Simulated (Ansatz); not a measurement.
## CuO: equation of state with PBE

CuO:

```
Cu O
1.0
     0.00000    2.11656    2.11656
     2.11656    0.00000    2.11656
     2.11656    2.11656    0.00000
Cu O
1 1
Direct
  0.02950 0.02810 0.90803
  0.47050 0.47190 0.59197
```

The cell comes from a database or a generator and needn't be the stable form of this composition.

```json
{
 "Program": "Ansatz 0.2.0",
 "Task": "equation of state",
 "Functional": "PBE",
 "Potentials or basis": "all-electron LAPW, scalar-relativistic",
 "Basis error allowed": "0.0005 eV/atom",
 "k mesh": "11 × 11 × 11",
 "Occupations": "fermi-dirac, width 0.05 eV",
 "Spin": "no spin polarisation"
}
```

- Equilibrium volume: 10.44 Å³/atom (rough: see the caveat)
- Bulk modulus at fixed shape and positions: 153 GPa (rough)

Energy against volume, from the lowest point:
```
volume (Å³/atom)  energy (meV/atom)
           8.913             136.08
           9.103              98.41
           9.292              67.58
           9.482              42.91
           9.671              23.77
           9.861               9.64
          10.051               0.00
```

All runs of the series together: 19 min on 1 thread of AMD EPYC 7R43 64-Core Processor (Zen 3) (shared host).

Caveat: the minimum lies outside the volumes run; the cell was scaled at fixed shape and fractional positions, which overstates the stiffness of a crystal with free parameters, most of all of layers and chains; the run has no spin polarisation, though such a crystal can be magnetic.
